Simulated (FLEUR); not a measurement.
# Si (Fd-3m) in FLEUR: further runs, part 2 of 2

FLEUR MaX-R8.1 (later development tree). Earlier steps stand in the parts before.

## Step 5: Equation of state, RPBE, 20.16 Å³/atom

File inp.xml:

```xml
<?xml version="1.0" encoding="UTF-8" standalone="no"?>
<fleurInput fleurInputVersion="0.39">
   <comment>
      Si                                                                                                  
   </comment>
   <calculationSetup>
      <cutoffs Kmax="4.9" Gmax="15.2" GmaxXC="15.2" numbands="0"/>
      <scfLoop itmax="60" minDistance="0.00001" maxIterBroyd="15" imix="Anderson" alpha="0.05" precondParam="0.0" spinf="2.0" sdNocoIR="T"/>
      <coreElectrons ctail="T" frcor="F" kcrel="0" coretail_lmax="0"/>
      <xcFunctional name="Rpbe" relativisticCorrections="F"/>
      <magnetism jspins="1"/>
      <soc l_soc="F" theta="0.0" phi="0.0" spav="F"/>
      <expertModes spex="0" secvar="F"/>
      <geometryOptimization l_f="F" forcealpha="1.0" forcemix="BFGS" epsdisp="0.00001" epsforce="0.00001"/>
      <ldaU l_linMix="F" mixParam="0.05" spinf="1.0"/>
   </calculationSetup>
   <cell>
      <bzIntegration valenceElectrons="24.0" mode="hist" fermiSmearingEnergy="0.00183747">
         <kPointListSelection listName="default-1"/>
         <!-- k-points included here -->
         <xi:include xmlns:xi="http://www.w3.org/2001/XInclude" href="kpts.xml"> </xi:include>
      </bzIntegration>
      <!-- symmetry operations included here -->
      <xi:include xmlns:xi="http://www.w3.org/2001/XInclude" href="sym.xml"> </xi:include>
      <bulkLattice scale="1.0000000000">
         <bravaisMatrix>
            <row-1>    0.0000000000000000     5.1435532944025564     5.1435532944025564</row-1>
            <row-2>    5.1435532944025564     0.0000000000000000     5.1435532944025564</row-2>
            <row-3>    5.1435532944025564     5.1435532944025564     0.0000000000000000</row-3>
         </bravaisMatrix>
      </bulkLattice>
   </cell>
   <atomSpecies>
      <species name="Silicon (Si)" element="Si" atomicNumber="14">
         <mtSphere radius="2.0" gridPoints="681" logIncrement="0.017"/>
         <atomicCutoffs lmax="8" lnonsphr="6"/>
         <electronConfig flipSpins="F">
            <coreConfig>(1s1/2)</coreConfig>
            <valenceConfig>(2s1/2) (2p1/2) (2p3/2) (3s1/2) (3p1/2) (3p3/2)</valenceConfig>
            <stateOccupation state="(3p1/2)" spinUp="0.333333" spinDown="0.333333"/>
            <stateOccupation state="(3p3/2)" spinUp="0.666667" spinDown="0.666667"/>
         </electronConfig>
         <energyParameters s="3" p="3" d="3" f="4"/>
         <lo type="SCLO" l="0" n="2" eDeriv="0"/>
         <lo type="SCLO" l="1" n="2" eDeriv="0"/>
         <lo type="SCLO" l="2" n="3" eDeriv="2"/>
         <lo type="SCLO" l="3" n="4" eDeriv="2"/>
      </species>
   </atomSpecies>
   <atomGroups>
      <atomGroup species="Silicon (Si)">
         <relPos label="                   1">3.000/8.000 3.000/8.000 3.000/8.000</relPos>
         <relPos label="                   2">-3.000/8.000 -3.000/8.000 -3.000/8.000</relPos>
         <force calculate="T" relaxXYZ="TTT"/>
      </atomGroup>
   </atomGroups>
   <output dos="F" band="F" slice="F">
      <checks vchk="F" cdinf="F"/>
      <bandDOS minEnergy="-.5*Htr" maxEnergy="0.5*Htr" sigma="0.015" storeEVData="T"/>
      <vacuumDOS vacdos="F" integ="F" star="F" nstars="0" locx1="0.0" locy1="0.0" locx2="0.0" locy2="0.0" nstm="0" tworkf="0.0"/>
      <unfoldingBand unfoldBand="F" supercellX="1" supercellY="1" supercellZ="1"/>
      <plotting iplot="0" polar="F">
         <plot TwoD="T" vec1="  1.0  0.0  0.0" vec2="  0.0  1.0  0.0" vec3="  0.0  0.0  1.0" zero="  0.0  0.0  0.0" file="plot"/>
      </plotting>
      <chargeDensitySlicing numkpt="0" minEigenval="0.0" maxEigenval="0.0" nnne="0" pallst="F"/>
      <specialOutput eonly="F"/>
      <moessbauerParams electricFieldGradient="T" isomerShift="T" coreHyperfine="T" valenceHyperfine="T"/>
      <magneticCircularDichroism mcd="F" energyLo="-10.0" energyUp="0.0"/>
   </output>
  <!-- We include the file relax.xml here to enable relaxations (see documentation) -->
  <xi:include xmlns:xi="http://www.w3.org/2001/XInclude" href="relax.xml"> <xi:fallback/> </xi:include>
</fleurInput>
```

Run with:

```sh
inpgen -f crystal.txt -profile fastHighL
# inp.xml edited to the form shown
fleur_MPI
```

Wall time 35 s (1 thread of Intel Xeon Platinum 8259CL at 2.50GHz (Skylake/Cascade Lake), shared host); peak memory 0.08 GiB.

The run converged. Its results:

```
Free energy                                           : -15790.6913 eV
Band gap on the k mesh                                : 0.86 eV, indirect (least direct gap 2.65 eV)
Valence electrons inside the program's atomic spheres : Si 9.76 (radii Si 2.0 bohr)
```

## Step 6: Equation of state, RPBE, 20.97 Å³/atom (volume scaled by 1.04)

inp.xml, as its differences from that of step 5:

```diff
@@ -24,3 +24,3 @@
       <xi:include xmlns:xi="http://www.w3.org/2001/XInclude" href="sym.xml"> </xi:include>
-      <bulkLattice scale="1.0000000000">
+      <bulkLattice scale="1.0131594038">
          <bravaisMatrix>
```

Potentials or basis: all-electron, FLAPW.

Run with:

```sh
inpgen -f crystal.txt -profile fastHighL
# inp.xml edited to the form shown
fleur_MPI
```

Wall time 37 s (1 thread of Intel Xeon Platinum 8259CL at 2.50GHz (Skylake/Cascade Lake), shared host); peak memory 0.08 GiB.

Results (log left out):

| Quantity | Value |
| --- | --- |
| Free energy | -15790.7019 eV |
| Band gap on the k mesh | 0.93 eV, indirect (least direct gap 2.64 eV) |
| Valence electrons inside the program's atomic spheres | Si 9.73 (radii Si 2.0 bohr) |

## Step 7: Equation of state, RPBE, 21.37 Å³/atom (volume scaled by 1.06)

inp.xml, as its differences from that of step 6:

```diff
@@ -24,3 +24,3 @@
       <xi:include xmlns:xi="http://www.w3.org/2001/XInclude" href="sym.xml"> </xi:include>
-      <bulkLattice scale="1.0131594038">
+      <bulkLattice scale="1.0196128224">
          <bravaisMatrix>
```

Run with:

```sh
inpgen -f crystal.txt -profile fastHighL
# inp.xml edited to the form shown
fleur_MPI
```

It took 40 s on 1 thread of Intel Xeon Platinum 8259CL at 2.50GHz (Skylake/Cascade Lake), shared host; peak memory 0.08 GiB.

The run converged. Its results:

```
Free energy                                           : -15790.6949 eV
Band gap on the k mesh                                : 0.96 eV, indirect (least direct gap 2.63 eV)
Valence electrons inside the program's atomic spheres : Si 9.72 (radii Si 2.0 bohr)
```

## Step 8: Equation of state, RPBE

Potentials or basis: all-electron, FLAPW.

No new run: the results of the series are fitted here.

What came out:

```yaml
Equilibrium_volume: 20.81 Å³/atom
Bulk_modulus: 85 GPa
Pressure_derivative_of_the_bulk_modulus: "4.3 (rough: it moves with the points fitted)"
```

Energy against volume, from the lowest point:
```tsv
volume (Å³/atom)	energy (meV/atom)
18.955	51.43
19.358	30.24
20.165	5.30
20.971	0.00
21.375	3.53
```
